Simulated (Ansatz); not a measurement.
# Molybdenum, simple cubic under r²SCAN: from relaxation to bulk modulus, part 2 of 2

The plan for molybdenum in the simple cubic structure: relax it, solve it on a dense k-mesh, switch on spin-orbit coupling, then scale the cell to 7 volumes from 88 to 112 % of the relaxed one and try a fit of the equation of state. The k-meshes are 12×12×12 for the relaxation; 20×20×20 for the dense run; 12×12×12 for spin-orbit coupling; 14×14×14 for the volumes.

Ansatz 0.2.0; DFT, r2SCAN, plane waves (500 eV) with PAW, scalar-relativistic. Earlier steps stand in the parts before.

**5. At 88 % of the relaxed volume**

This is Mo in the simple cubic structure; at room conditions it is bcc.

input.yaml reads:

```yaml
crystal:
  lattice:
    - [2.4838222331, 0.0, 0.0]
    - [0.0, 2.4838222331, 0.0]
    - [0.0, 0.0, 2.4838222331]
  atoms:
    - { symbol: Mo, position: [0.0, 0.0, 0.0] }
hamiltonian:
  xc: r2scan
  pseudopotentials:
    kind: paw
    azcp:
      Mo: "pseudopotentials/Mo.paw.azcp"
basis:
  ecutwfc: 500
  fft_grid_basis: typed
kpoints:
  mp_grid: { grid: [14, 14, 14], shift: [0, 0, 0] }
magnetization:
  spin_polarized: false
scf:
  occupations: { method: fermi_dirac, width: 0.1 }
  lower_state_search: "off"
output:
  stress: true
```

Command:

```console
$ ansatz run input.yaml --threads 1 --pin off --max-ram 3584MiB --backend cpu --events-out ev --progress --plain --runs-dir out
```

Log, shortened:

```text
[...]
Pseudopotentials: kind: paw
Pseudopotential: Mo, paw, valence charge 14, recommended cutoff 500 eV (meta_gga), <dir>
Functional definition: r2SCAN
[...]
Crystal: 1 atoms, lattice volume = 15.324 Å³
Basis set: ecut = 500 eV, 389 PW (Γ), exchange–correlation on 80×80×80 points (64 copies of the dense FFT grid, shifted against one another)
Bands: 11, of which v1, the nominal top of the filled ones, is band 7 counted from 1 (6 counted from 0)
Symmetry: 48 space group operations
Space group: Pm-3m (ITA 221), of the structure as read, at distance tolerance 2.5e-5 Å
k-points: 120 of 2744
[...]
SCF iter   1: F=-4966.219409 eV  HF=-4966.212593 eV  |F-HF|=6.82e-3  |Δ(HF+E_count)|=         —  Δρ=9.46e-3  dr2=7.49e-3  dr2_τ=1.69e-2  ethr=1.77e-3  ⟨swp⟩=5.1  Hψ=8131  notcnv=0
[...]
SCF iter   6: F=-4966.222154 eV  HF=-4966.222154 eV  |F-HF|=8.61e-10  |Δ(HF+E_count)|=   5.16e-8  Δρ=6.13e-6  dr2=3.89e-9  dr2_τ=2.09e-10  ethr=7.14e-10  ⟨swp⟩=4.6  Hψ=4354  notcnv=0
[...]
SCF converged after 6 iterations
Free energy (F): -4966.222154 eV
[...]
E sigma→0 (E₀):  -4966.207027 eV
Entropy (-TS):   -0.030254 eV (-30.254 meV/atom)
Fermi energy:    21.496613 eV
[...]
--- Stress (GPa, compression-positive) ---
       31.135426       0.000000       0.000000
        0.000000      31.135426       0.000000
        0.000000       0.000000      31.135426
  P = ⅓ Tr σ = 31.1354 GPa (311.354 kbar)
```

Run time: 4 s. Hardware: 1 thread of Intel Xeon Platinum 8259CL at 2.50GHz (Skylake/Cascade Lake), shared host; peak memory 0.5 GiB.

**6. At 92 % of the relaxed volume**

input.yaml: that of step 5 with these lines changed.

```diff
@@ -2,5 +2,5 @@
   lattice:
-    - [2.4838222331, 0.0, 0.0]
-    - [0.0, 2.4838222331, 0.0]
-    - [0.0, 0.0, 2.4838222331]
+    - [2.5208996731, 0.0, 0.0]
+    - [0.0, 2.5208996731, 0.0]
+    - [0.0, 0.0, 2.5208996731]
   atoms:
@@ -25 +25,5 @@
   stress: true
+  write_density: true
+  write_potential: true
+  elf: true
+  volumetric_format: npy
```

Command:

```console
$ ansatz run input.yaml --threads 1 --pin off --max-ram 3584MiB --backend cpu --events-out ev --progress --plain --runs-dir out
```

Log, shortened:

```text
[...]
[... 3 set-up lines as earlier in the session ...]
[...]
Crystal: 1 atoms, lattice volume = 16.020 Å³
Basis set: ecut = 500 eV, 437 PW (Γ), exchange–correlation on 80×80×80 points (64 copies of the dense FFT grid, shifted against one another)
Bands: 11, of which v1, the nominal top of the filled ones, is band 7 counted from 1 (6 counted from 0)
[... 2 set-up lines as earlier in the session ...]
k-points: 120 of 2744
[...]
SCF iter   1: F=-4966.325180 eV  HF=-4966.320523 eV  |F-HF|=4.66e-3  |Δ(HF+E_count)|=         —  Δρ=9.47e-3  dr2=7.65e-3  dr2_τ=1.54e-2  ethr=1.77e-3  ⟨swp⟩=5.0  Hψ=8131  notcnv=0
[...]
SCF iter   6: F=-4966.327954 eV  HF=-4966.327954 eV  |F-HF|=2.84e-10  |Δ(HF+E_count)|=   9.00e-8  Δρ=4.27e-6  dr2=1.60e-9  dr2_τ=1.44e-10  ethr=7.14e-10  ⟨swp⟩=9.1  Hψ=8700  notcnv=0
[...]
SCF converged after 6 iterations
Free energy (F): -4966.327954 eV
[...]
E sigma→0 (E₀):  -4966.311832 eV
Entropy (-TS):   -0.032242 eV (-32.242 meV/atom)
Fermi energy:    20.408056 eV
[...]
--- Stress (GPa, compression-positive) ---
       18.007098       0.000000      -0.000000
        0.000000      18.007098       0.000000
        0.000000       0.000000      18.007098
  P = ⅓ Tr σ = 18.0071 GPa (180.071 kbar)
--- Band table (eV; the first three rows and the last of 120) ---
  k-point 0: bands = ["-42.7641", "-14.9889", "-14.9889", "-14.9889", "13.2652", "15.3752", "15.3752", "24.9855", "24.9855", "24.9855", "37.5450"]
[...]
```

Run time: 7.2 s. Hardware: 1 thread of Intel Xeon Platinum 8259CL at 2.50GHz (Skylake/Cascade Lake), shared host; peak memory 0.52 GiB.

Density in a lattice plane of the grid's cell (edges 2.52 and 2.52 Å, at 0.000 of the third edge), which holds Mo.

Values in e/Å³, 12 rows by 12 columns:
```
6.48 6.37 5.32 3.26 1.49 0.70 0.53 0.70 1.49 3.26 5.32 6.37
5.85 5.32 3.88 2.16 0.99 0.53 0.44 0.53 0.99 2.16 3.88 5.32
3.77 3.26 2.16 1.14 0.59 0.39 0.34 0.39 0.59 1.14 2.16 3.26
1.74 1.49 0.99 0.59 0.38 0.30 0.28 0.30 0.38 0.59 0.99 1.49
0.78 0.70 0.53 0.39 0.30 0.26 0.25 0.26 0.30 0.39 0.53 0.70
0.58 0.53 0.44 0.34 0.28 0.25 0.24 0.25 0.28 0.34 0.44 0.53
0.78 0.70 0.53 0.39 0.30 0.26 0.25 0.26 0.30 0.39 0.53 0.70
1.74 1.49 0.99 0.59 0.38 0.30 0.28 0.30 0.38 0.59 0.99 1.49
3.77 3.26 2.16 1.14 0.59 0.39 0.34 0.39 0.59 1.14 2.16 3.26
5.85 5.32 3.88 2.16 0.99 0.53 0.44 0.53 0.99 2.16 3.88 5.32
6.48 6.37 5.32 3.26 1.49 0.70 0.53 0.70 1.49 3.26 5.32 6.37
6.25 6.48 5.85 3.77 1.74 0.78 0.58 0.78 1.74 3.77 5.85 6.48
```
Columns run along the first of these edges and rows up along the second, over one cell in 12 and 12 even steps from the bottom left corner. Atoms in the plane (fractional): Mo at (0.00, 0.00).

ELF in the same plane.

Ten even steps from ' ' (0.22) to '@' (0.75):
```
::==++##@@@@@@%%**--::......::--**%%@@@@@@##++==
++**##%%@@@@%%##++--::......::--++##%%@@@@%%##**
%%%%@@@@@@%%##++--..............--++##%%@@@@@@%%
@@@@@@@@%%**++--::    ......    ::--++**%%@@@@@@
@@@@@@%%**==--..      ......      ..--==**%%@@@@
%%%%##**==::..        ......        ..::==**##%%
++++==--::..        ..::::::..        ..::--==++
----::....      ....::------::....      ....::--
::..............::----======----::..............
................::--==========--::..............
::..............::----======----::..............
----::....      ....::------::....      ....::--
++++==--::..        ..::::::..        ..::--==++
%%%%##**==::..        ......        ..::==**##%%
@@@@@@%%**==--..      ......      ..--==**%%@@@@
@@@@@@@@%%**++--::    ......    ::--++**%%@@@@@@
%%%%@@@@@@%%##++--..............--++##%%@@@@@@%%
++**##%%@@@@%%##++--::......::--++##%%@@@@%%##**
::==++##@@@@@@%%**--::......::--**%%@@@@@@##++==
  ::==##@@@@@@%%**==::......::==**%%@@@@@@##==::
```
Columns run along the first of these edges and rows up along the second, over one cell in 24 and 20 even steps from the bottom left corner. Atoms in the plane (fractional): Mo at (0.00, 0.00).

Both are smooth fields of the valence electrons: close to the nuclei they are not physical.

Maxima of ELF outside the ion cores: 0.48 between the atoms, 1.6 Å from Mo.

**7. At 96 % of the relaxed volume**

input.yaml: that of step 6 with these lines changed.

```diff
@@ -2,5 +2,5 @@
   lattice:
-    - [2.5208996731, 0.0, 0.0]
-    - [0.0, 2.5208996731, 0.0]
-    - [0.0, 0.0, 2.5208996731]
+    - [2.5569173917, 0.0, 0.0]
+    - [0.0, 2.5569173917, 0.0]
+    - [0.0, 0.0, 2.5569173917]
   atoms:
@@ -25,5 +25 @@
   stress: true
-  write_density: true
-  write_potential: true
-  elf: true
-  volumetric_format: npy
```

Command:

```console
$ ansatz run input.yaml --threads 1 --pin off --max-ram 3584MiB --backend cpu --events-out ev --progress --plain --runs-dir out
```

Log, shortened:

```text
[...]
[... 3 set-up lines as earlier in the session ...]
[...]
Crystal: 1 atoms, lattice volume = 16.717 Å³
Basis set: ecut = 500 eV, 437 PW (Γ), exchange–correlation on 80×80×80 points (64 copies of the dense FFT grid, shifted against one another)
Bands: 11, of which v1, the nominal top of the filled ones, is band 7 counted from 1 (6 counted from 0)
[... 2 set-up lines as earlier in the session ...]
k-points: 120 of 2744
[...]
SCF iter   1: F=-4966.379592 eV  HF=-4966.376301 eV  |F-HF|=3.29e-3  |Δ(HF+E_count)|=         —  Δρ=9.60e-3  dr2=7.80e-3  dr2_τ=1.48e-2  ethr=1.77e-3  ⟨swp⟩=5.0  Hψ=8203  notcnv=0
[...]
SCF iter   6: F=-4966.382375 eV  HF=-4966.382375 eV  |F-HF|=8.50e-10  |Δ(HF+E_count)|=   1.34e-7  Δρ=3.02e-6  dr2=5.43e-10  dr2_τ=2.08e-10  ethr=7.14e-10  ⟨swp⟩=4.4  Hψ=4303  notcnv=0
[...]
SCF converged after 6 iterations
Free energy (F): -4966.382375 eV
[...]
E sigma→0 (E₀):  -4966.365154 eV
Entropy (-TS):   -0.034443 eV (-34.443 meV/atom)
Fermi energy:    19.405112 eV
[...]
--- Stress (GPa, compression-positive) ---
        7.404639       0.000000       0.000000
       -0.000000       7.404639       0.000000
        0.000000       0.000000       7.404639
  P = ⅓ Tr σ = 7.4046 GPa (74.046 kbar)
```

Wall time 5.8 s (1 thread of Intel Xeon Platinum 8259CL at 2.50GHz (Skylake/Cascade Lake), shared host); peak memory 0.52 GiB.

**8. At 100 % of the relaxed volume**

input.yaml: that of step 7 with these lines changed.

```diff
@@ -2,5 +2,5 @@
   lattice:
-    - [2.5569173917, 0.0, 0.0]
-    - [0.0, 2.5569173917, 0.0]
-    - [0.0, 0.0, 2.5569173917]
+    - [2.5919480104, 0.0, 0.0]
+    - [0.0, 2.5919480104, 0.0]
+    - [0.0, 0.0, 2.5919480104]
   atoms:
```

Command:

```console
$ ansatz run input.yaml --threads 1 --pin off --max-ram 3584MiB --backend cpu --events-out ev --progress --plain --runs-dir out
```

Log, shortened:

```text
[...]
[... 3 set-up lines as earlier in the session ...]
[...]
Crystal: 1 atoms, lattice volume = 17.413 Å³
Basis set: ecut = 500 eV, 461 PW (Γ), exchange–correlation on 80×80×80 points (64 copies of the dense FFT grid, shifted against one another)
Bands: 11, of which v1, the nominal top of the filled ones, is band 7 counted from 1 (6 counted from 0)
[... 2 set-up lines as earlier in the session ...]
k-points: 120 of 2744
[...]
SCF iter   1: F=-4966.392482 eV  HF=-4966.389902 eV  |F-HF|=2.58e-3  |Δ(HF+E_count)|=         —  Δρ=9.86e-3  dr2=8.11e-3  dr2_τ=1.49e-2  ethr=1.77e-3  ⟨swp⟩=5.1  Hψ=8163  notcnv=0
[...]
SCF iter   6: F=-4966.395267 eV  HF=-4966.395267 eV  |F-HF|=1.15e-9  |Δ(HF+E_count)|=   1.87e-7  Δρ=2.75e-6  dr2=5.19e-10  dr2_τ=2.99e-10  ethr=7.14e-10  ⟨swp⟩=4.4  Hψ=4286  notcnv=0
[...]
SCF converged after 6 iterations
Free energy (F): -4966.395267 eV
[...]
E sigma→0 (E₀):  -4966.376920 eV
Entropy (-TS):   -0.036693 eV (-36.693 meV/atom)
Fermi energy:    18.478182 eV
[...]
--- Stress (GPa, compression-positive) ---
       -1.173814       0.000000       0.000000
        0.000000      -1.173814       0.000000
        0.000000       0.000000      -1.173814
  P = ⅓ Tr σ = -1.1738 GPa (-11.738 kbar)
```

Wall time 6 s (1 thread of Intel Xeon Platinum 8259CL at 2.50GHz (Skylake/Cascade Lake), shared host); peak memory 0.51 GiB.

**9. At 104 % of the relaxed volume**

input.yaml: that of step 8 with these lines changed.

```diff
@@ -2,5 +2,5 @@
   lattice:
-    - [2.5919480104, 0.0, 0.0]
-    - [0.0, 2.5919480104, 0.0]
-    - [0.0, 0.0, 2.5919480104]
+    - [2.626056501, 0.0, 0.0]
+    - [0.0, 2.626056501, 0.0]
+    - [0.0, 0.0, 2.626056501]
   atoms:
```

Command:

```console
$ ansatz run input.yaml --threads 1 --pin off --max-ram 3584MiB --backend cpu --events-out ev --progress --plain --runs-dir out
```

Log, shortened:

```text
[...]
[... 3 set-up lines as earlier in the session ...]
[...]
Crystal: 1 atoms, lattice volume = 18.110 Å³
Basis set: ecut = 500 eV, 461 PW (Γ), exchange–correlation on 80×80×80 points (64 copies of the dense FFT grid, shifted against one another)
Bands: 11, of which v1, the nominal top of the filled ones, is band 7 counted from 1 (6 counted from 0)
[... 2 set-up lines as earlier in the session ...]
k-points: 120 of 2744
[...]
SCF iter   1: F=-4966.371727 eV  HF=-4966.369312 eV  |F-HF|=2.42e-3  |Δ(HF+E_count)|=         —  Δρ=1.02e-2  dr2=8.61e-3  dr2_τ=1.53e-2  ethr=1.77e-3  ⟨swp⟩=5.0  Hψ=8142  notcnv=0
[...]
SCF iter   6: F=-4966.374522 eV  HF=-4966.374522 eV  |F-HF|=2.06e-9  |Δ(HF+E_count)|=   2.53e-7  Δρ=3.21e-6  dr2=9.30e-10  dr2_τ=5.16e-10  ethr=7.14e-10  ⟨swp⟩=4.8  Hψ=4381  notcnv=0
[...]
SCF converged after 6 iterations
Free energy (F): -4966.374522 eV
[...]
E sigma→0 (E₀):  -4966.355093 eV
Entropy (-TS):   -0.038858 eV (-38.858 meV/atom)
Fermi energy:    17.619074 eV
[...]
--- Stress (GPa, compression-positive) ---
       -8.124394       0.000000       0.000000
        0.000000      -8.124394       0.000000
        0.000000       0.000000      -8.124394
  P = ⅓ Tr σ = -8.1244 GPa (-81.244 kbar)
```

Wall time 4.8 s (1 thread of Intel Xeon Platinum 8259CL at 2.50GHz (Skylake/Cascade Lake), shared host); peak memory 0.52 GiB.

**10. At 108 % of the relaxed volume**

input.yaml: that of step 9 with these lines changed.

```diff
@@ -2,5 +2,5 @@
   lattice:
-    - [2.626056501, 0.0, 0.0]
-    - [0.0, 2.626056501, 0.0]
-    - [0.0, 0.0, 2.626056501]
+    - [2.6593012517, 0.0, 0.0]
+    - [0.0, 2.6593012517, 0.0]
+    - [0.0, 0.0, 2.6593012517]
   atoms:
```

Command:

```console
$ ansatz run input.yaml --threads 1 --pin off --max-ram 3584MiB --backend cpu --events-out ev --progress --plain --runs-dir out
```

Log, shortened:

```text
[...]
[... 3 set-up lines as earlier in the session ...]
[...]
Crystal: 1 atoms, lattice volume = 18.806 Å³
Basis set: ecut = 500 eV, 461 PW (Γ), exchange–correlation on 80×80×80 points (64 copies of the dense FFT grid, shifted against one another)
Bands: 11, of which v1, the nominal top of the filled ones, is band 7 counted from 1 (6 counted from 0)
[... 1 set-up line as earlier in the session ...]
Space group: Pm-3m (ITA 221), of the structure as read, at distance tolerance 2.7e-5 Å
k-points: 120 of 2744
[...]
SCF iter   1: F=-4966.323577 eV  HF=-4966.321018 eV  |F-HF|=2.56e-3  |Δ(HF+E_count)|=         —  Δρ=1.06e-2  dr2=9.38e-3  dr2_τ=1.60e-2  ethr=1.77e-3  ⟨swp⟩=5.1  Hψ=8134  notcnv=0
[...]
SCF iter   6: F=-4966.326525 eV  HF=-4966.326525 eV  |F-HF|=4.30e-9  |Δ(HF+E_count)|=   3.48e-7  Δρ=4.31e-6  dr2=1.95e-9  dr2_τ=8.38e-10  ethr=7.14e-10  ⟨swp⟩=4.9  Hψ=4432  notcnv=0
[...]
SCF converged after 6 iterations
Free energy (F): -4966.326525 eV
[...]
E sigma→0 (E₀):  -4966.306075 eV
Entropy (-TS):   -0.040900 eV (-40.900 meV/atom)
Fermi energy:    16.820740 eV
[...]
--- Stress (GPa, compression-positive) ---
      -13.758236       0.000000       0.000000
        0.000000     -13.758236       0.000000
        0.000000       0.000000     -13.758236
  P = ⅓ Tr σ = -13.7582 GPa (-137.582 kbar)
```

It took 3.5 s on 1 thread of Intel Xeon Platinum 8259CL at 2.50GHz (Skylake/Cascade Lake), shared host; peak memory 0.53 GiB.

**11. At 112 % of the relaxed volume**

input.yaml: that of step 10 with these lines changed.

```diff
@@ -2,5 +2,5 @@
   lattice:
-    - [2.6593012517, 0.0, 0.0]
-    - [0.0, 2.6593012517, 0.0]
-    - [0.0, 0.0, 2.6593012517]
+    - [2.6917349513, 0.0, 0.0]
+    - [0.0, 2.6917349513, 0.0]
+    - [0.0, 0.0, 2.6917349513]
   atoms:
```

Command:

```console
$ ansatz run input.yaml --threads 1 --pin off --max-ram 3584MiB --backend cpu --events-out ev --progress --plain --runs-dir out
```

Log, shortened:

```text
[...]
[... 3 set-up lines as earlier in the session ...]
[...]
Crystal: 1 atoms, lattice volume = 19.503 Å³
Basis set: ecut = 500 eV, 485 PW (Γ), exchange–correlation on 80×80×80 points (64 copies of the dense FFT grid, shifted against one another)
Bands: 11, of which v1, the nominal top of the filled ones, is band 7 counted from 1 (6 counted from 0)
[... 2 set-up lines as earlier in the session ...]
k-points: 120 of 2744
[...]
SCF iter   1: F=-4966.253213 eV  HF=-4966.250325 eV  |F-HF|=2.89e-3  |Δ(HF+E_count)|=         —  Δρ=1.10e-2  dr2=1.04e-2  dr2_τ=1.69e-2  ethr=1.77e-3  ⟨swp⟩=5.1  Hψ=8200  notcnv=0
[...]
SCF iter   6: F=-4966.256444 eV  HF=-4966.256444 eV  |F-HF|=7.75e-9  |Δ(HF+E_count)|=   4.65e-7  Δρ=5.27e-6  dr2=3.37e-9  dr2_τ=1.30e-9  ethr=7.14e-10  ⟨swp⟩=4.9  Hψ=4443  notcnv=0
[...]
SCF converged after 6 iterations
Free energy (F): -4966.256444 eV
[...]
E sigma→0 (E₀):  -4966.235030 eV
Entropy (-TS):   -0.042829 eV (-42.829 meV/atom)
Fermi energy:    16.077049 eV
[...]
--- Stress (GPa, compression-positive) ---
      -18.319669       0.000000      -0.000000
        0.000000     -18.319669       0.000000
        0.000000       0.000000     -18.319669
  P = ⅓ Tr σ = -18.3197 GPa (-183.197 kbar)
```

It took 5.9 s on 1 thread of Intel Xeon Platinum 8259CL at 2.50GHz (Skylake/Cascade Lake), shared host; peak memory 0.51 GiB.

**12. The equation of state**

The cell was scaled evenly, with its shape and the fractional positions fixed.

```tsv
V (Å³/atom)	E − E₀ (meV/atom)	P from the stress (GPa)	P from the fit (GPa)
15.324	170.5	31.14	30.94
16.020	65.7	18.01	17.76
16.717	12.3	7.40	7.14
17.413	0.6	-1.17	-1.43
18.110	22.4	-8.12	-8.37
18.806	71.4	-13.76	-13.99
19.503	142.5	-18.32	-18.54
```

Fit (Birch-Murnaghan, third order): V₀ = 17.286 Å³/atom, B₀ = 198 GPa, B₀′ = 4.3, largest residual 0.01 meV/atom.

The fit is made to E(σ → 0), while the stress belongs to the free energy F; that is one source of the offset between the two pressures.

**13. Summary of results**

The summary covers parts 1 to 2.

| quantity | value |
| --- | --- |
| space group (spins left aside) | Pm-3m (No. 221) |
| conventional cell | a = 2.592 Å |
| volume | 17.413 Å³/atom |
| shortest distance | 2.592 Å |
| gap on the mesh | none (levels filled in part) |
| relative to bcc | +1215 meV/atom |
| V₀, B₀, B₀′ | 17.286 Å³/atom, 198 GPa, 4.3 |

What this shows: From the guessed start the volume grew by 3.4 % in 5 steps. Against the reference form of molybdenum (bcc, computed apart with the same settings) it stands 1215 meV/atom higher, so it is far from stable. No gap shows: it is a metal or semimetal at this level. The total energy of the spin-orbit run lies +5.7 eV/atom from the scalar one, but the two kinds of run don't share a zero of energy: only differences within one kind count. B₀ comes out at 198 GPa. The symmetry was held, so the structure may be unstable against distortions that break it.
